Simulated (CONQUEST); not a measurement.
HfB2 under changes of volume

One of the cells (9.905 Å³/atom); the others are scaled copies at fixed shape and fractional positions:

```
Hf B
1.0
     3.14000    0.00000    0.00000
     0.00000    3.48000    0.00000
     0.00000    0.00000    5.43864
Hf B
2 4
Direct
  0.00000 0.00000 0.00000
  0.50000 0.00000 0.50000
  0.00000 0.50000 0.33333
  0.50000 0.50000 0.83333
  0.00000 0.50000 0.66667
  0.50000 0.50000 0.16667
```

```yaml
Program: CONQUEST 1.3
Functional: PBE
Potentials_or_basis: PseudoDojo NC PBE, DZP, grid of 32 × 36 × 60 points
k_mesh: 9 × 8 × 5
Occupations: fermi-dirac, width 0.05 eV
Spin: no spin polarisation
```

```tsv
volume (Å³/atom)	energy over the lowest point (meV/atom)	pressure (GPa)	largest force (eV/Å)
9.311	42.50	21.1	0.005
9.509	20.67	14.4	0.004
9.707	6.72	8.4	0.002
9.905	0.00	2.5	0.000
10.103	0.11	-2.7	0.005
10.301	6.19	-7.1	0.007
10.499	?	?	?
```

What does the run at 10.499 Å³/atom give?

Energy over the lowest point 17.68 meV/atom; pressure -11.3 GPa; largest force 0.002 eV/Å.

Worked out: A Birch-Murnaghan fit of order 3 (a polynomial in V^(-2/3)) to the other rows has its minimum at 10.00 Å³/atom with B0 = V·E''(V) = 262 GPa and B' = 3.3 at fixed shape and positions, which overstates the stiffness. It gives 17.99 meV/atom at 10.499 Å³/atom, against the run's 17.68, and -dE/dV = -11.7 GPa, against -11.3.

Energies are extrapolated to zero smearing.

Caveats: the basis of atomic orbitals isn't converged, which shifts pressures, moduli and gaps.
